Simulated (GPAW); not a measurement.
Wanted: an ASE script for a GPAW 26.7.0 run.

```yaml
Task: relaxation of cell and atoms
Functional: OLYP
Dispersion: D4
Potentials_or_basis: PAW data sets generated in the run's folder for this functional
Cutoff: 800 eV
Basis: pw
k_mesh: 7 × 7 × 4
Occupations: fermi-dirac, width 0.05 eV
Spin: no spin polarisation
Maxiter: 150
Optimizer: FIRE
Fmax: 0.02 eV/Å
Max_steps: 60
```

The structure of GaN lies in GaN.cif:

```cif
data_GaN
_cell_length_a 3.18000000
_cell_length_b 3.18000000
_cell_length_c 5.16600000
_cell_angle_alpha 90.00000000
_cell_angle_beta 90.00000000
_cell_angle_gamma 120.00000000
_space_group_name_H-M_alt 'P1'
_space_group_name_Hall 'P 1'
_space_group_IT_number 1
loop_
_space_group_symop_operation_xyz
'x,y,z'
loop_
_atom_site_label
_atom_site_type_symbol
_atom_site_symmetry_multiplicity
_atom_site_Wyckoff_symbol
_atom_site_fract_x
_atom_site_fract_y
_atom_site_fract_z
_atom_site_occupancy
Ga1 Ga 1 a 0.6666666667 0.3333333333 0.5000000000 1
Ga2 Ga 1 a 0.3333333333 0.6666666667 0.0000000000 1
N1 N 1 a 0.6666666667 0.3333333333 0.8750000000 1
N2 N 1 a 0.3333333333 0.6666666667 0.3750000000 1
```

One way to write it, as run:

run.py

```python
from ase.calculators.mixing import SumCalculator
from ase.filters import FrechetCellFilter
from ase.io import read, write
from ase.optimize import FIRE
from dftd4.ase import DFTD4
from gpaw import GPAW, PW, setup_paths

setup_paths.insert(0, '.')

atoms = read('GaN.cif')

calc = GPAW(mode=PW(800),
            xc='GGA_X_OPTX+GGA_C_LYP',
            kpts={'size': (7, 7, 4), 'gamma': True},
            occupations={'name': 'fermi-dirac', 'width': 0.05},
            nbands=18,
            convergence={'density': 1e-05, 'energy': 1e-05},
            maxiter=150,
            txt='gpaw.txt')
atoms.calc = SumCalculator([calc, DFTD4(method='olyp')])
opt = FIRE(FrechetCellFilter(atoms), trajectory='relax.traj', logfile='-')
done = opt.run(fmax=0.02, steps=60)
calc.write('gs.gpw')
write('result.traj', atoms)
print('Converged:', done)
print('Cell:', atoms.cell.cellpar().round(4))
print('Volume:', round(atoms.get_volume(), 4))
print(atoms.get_scaled_positions().round(5))
```

Potentials or basis: PAW data sets generated in the run's folder for this functional, pw.

Run with:

```console
$ gpaw-setup -f GGA_X_OPTX+GGA_C_LYP Ga N
$ OMP_NUM_THREADS=1 python run.py
```

Results of the run:

| Quantity | Value |
| --- | --- |
| Relaxed volume | 11.27 Å³/atom |
| Relaxed cell | a = 3.176 Å, b = 3.176 Å, c = 5.163 Å, α = 90.00°, β = 90.00°, γ = 120.00° |
| Space group after relaxing (to 0.05 Å) | P6_3mc (No. 186) |
| Energy gained by relaxing | 0.5 meV/atom |
| Ionic steps | 9 |
| Pressure after relaxing | -0.2 GPa |
| Largest force after relaxing | 0.006 eV/Å |
| Band gap on the k mesh | 2.29 eV, direct |
| Dispersion energy per atom | -1.010 eV |

Caveat: the data sets keep Ga 3d, Li 1s and Be 1s frozen, and some such compounds lay over 1.5 % in volume off other programs; later steps reuse the first step's grids.

Wall time 3.7 min on 1 thread of Intel(R) Xeon(R) Platinum 8488C (Sapphire Rapids), with other jobs on the host, peak memory 0.38 GiB.
